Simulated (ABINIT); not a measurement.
Runs of ABINIT 10.8.3 (patched build) on La2O3. The structure is trigonal, space group P-3m1 (No. 164). The conventional cell has a = 3.931 Å, b = 3.931 Å, c = 6.112 Å, α = 90.00°, β = 90.00°, γ = 120.00°. La (site symmetry 3m) is surrounded by 4 O at 2.36 to 2.44 Å. O (site symmetry -3m) has 6 La at 2.72 Å as nearest neighbours. O (site symmetry 3m) is surrounded by 4 La at 2.36 to 2.44 Å. The cell is a database's computed one.

| task | level | potentials or basis | cell | gap on the mesh (eV) | pressure (GPa) | largest force (eV/Å) |
| --- | --- | --- | --- | --- | --- | --- |
| band structure | PBE | JTH PAW PBE v2.0 | as given | 3.88 | 2.7 | 0.09 |
| band structure | LDA | JTH PAW LDA v2.0 | as given | (a) | -5.5 | 0.09 |
| single point | PBE | JTH PAW PBE v2.0 | as given | 3.88 | 2.7 | 0.09 |
| single point | PBE | JTH PAW PBE v2.0 | atoms moved at random, drawn with an rms of 0.05 Å | 3.85 | 2.7 | 0.26 |

Alike in all rows: no spin polarisation; k mesh 8 × 8 × 5; cutoff (eV) 626; smearing fermi-dirac 0.05 eV.

Question: Estimate the missing entries.

Answer: (a) 3.78.

Caveats: spin-orbit coupling is left out, which moves the levels of the heavy elements; an odd mesh through Γ misses points on the zone boundary, where band edges often lie (some runs).

A k mesh can miss the band edges, and the runs leave out spin-orbit coupling on La.
